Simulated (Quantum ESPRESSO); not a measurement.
Pt:

```xyz
1
Lattice="0.0000 1.9609 1.9609 1.9609 0.0000 1.9609 1.9609 1.9609 0.0000" Properties=species:S:1:pos:R:3 pbc="T T T"
Pt    0.0000    0.0000    0.0000
```

| Property | Result |
| --- | --- |
| Program | Quantum ESPRESSO 7.5 |
| Task | phonon dispersion |
| Functional | LDA |
| Potentials or basis | PseudoDojo 0.4.1 SR LDA standard |
| Cutoff | 1034 eV |
| Density cutoff | 4136 eV |
| k mesh | 12 × 12 × 12 |
| Occupations | cold, width 0.2 eV |
| Spin | no spin polarisation |
| Form of the LDA correlation | PW92 |
| Mixing beta | 0.5 |
| Most SCF iterations | 120 |
| SCF threshold | 2e-10 Ry |
| q mesh | 2 × 2 × 2 |

The cell and the atoms were relaxed first, to 14.71 Å³/atom (a = 2.750 Å, b = 2.750 Å, c = 2.750 Å, α = 60.00°, β = 60.00°, γ = 60.00°), and the response was taken there.

Question: What are the zero-point energy, and the vibrational entropy and heat capacity at 298.15 K?

Answer: Zero-point energy 24.9 meV/atom; entropy 4.52 k_B/atom (37.6 J/(K·mol of atoms)); Cv 2.89 k_B/atom, 96 % of the classical limit. These are harmonic values without the electrons' part.

Phonon frequencies at the corners of the path (cm⁻¹, interpolated; i marks imaginary ones):
| point | frequencies |
| --- | --- |
| Γ | 0 0 0 |
| X | 133 133 199 |
| W | 135 171 171 |
| K | 123 161 184 |
| L | 96 96 204 |
| U | 123 161 184 |

Harmonic thermodynamics per atom at this volume (zero-point energy 24.9 meV, Debye temperature from the second moment 259 K):
| T (K) | free energy (meV) | entropy (k_B) | heat capacity Cv (k_B) |
| --- | --- | --- | --- |
| 50 | 24.3 | 0.47 | 1.09 |
| 100 | 19.8 | 1.63 | 2.21 |
| 200 | -2.5 | 3.39 | 2.76 |
| 298.15 | -36.2 | 4.52 | 2.89 |
| 500 | -129.1 | 6.04 | 2.96 |
| 800 | -304.7 | 7.44 | 2.98 |

Phonon states per cell in windows of 10 cm⁻¹ (negative: imaginary):
| from (cm⁻¹) | total |
| --- | --- |
| 0 | 0.00 |
| 10 | 0.00 |
| 20 | 0.01 |
| 30 | 0.01 |
| 40 | 0.02 |
| 50 | 0.04 |
| 60 | 0.06 |
| 70 | 0.08 |
| 80 | 0.13 |
| 90 | 0.22 |
| 100 | 0.29 |
| 110 | 0.31 |
| 120 | 0.33 |
| 130 | 0.24 |
| 140 | 0.18 |
| 150 | 0.17 |
| 160 | 0.13 |
| 170 | 0.19 |
| 180 | 0.39 |
| 190 | 0.16 |
| 200 | 0.01 |

A q mesh this small can miss soft modes between its points.

Caveat: the q mesh is small, so phonon branches between its points and thermal values are rough.
